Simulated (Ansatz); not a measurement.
Fe: equation of state with r2SCAN

Fe:

```
Fe
1.0
     2.43416    0.00000    0.00000
    -1.21708    2.10804    0.00000
     0.00000    0.00000    3.84193
Fe
2
Cartesian
  1.2171 0.7027 2.8815
  0.0000 1.4054 0.9605
```

This isn't the form of Fe at room conditions, which is bcc.

```json
{
  "Program": "Ansatz 0.2.0",
  "Task": "equation of state",
  "Functional": "r2SCAN",
  "Potentials or basis": "Ansatz PAW",
  "Cutoff": "500 eV",
  "Density cutoff": "2000 eV",
  "k mesh": "12 × 12 × 7",
  "Occupations": "fermi-dirac, width 0.05 eV",
  "Spin": "collinear spin, ferromagnetic start",
  "Starting moments": "[3.0, 3.0] μB"
}
```

```
Equilibrium volume : outside the volumes run
```

Energy against volume, from the lowest point:
| volume (Å³/atom) | energy (meV/atom) |
| --- | --- |
| 9.266 | 423.63 |
| 9.463 | 328.40 |
| 9.660 | 245.06 |
| 9.857 | 171.10 |
| 10.054 | 105.77 |
| 10.251 | 48.88 |
| 10.448 | 0.00 |

All runs of the series together: 72 s on 2 threads of Arm Neoverse V1 (shared host).

Caveat: the magnetic or orbital state may not be the lowest; the PAW data sets were made with another functional, which shifts forces and pressure a little.
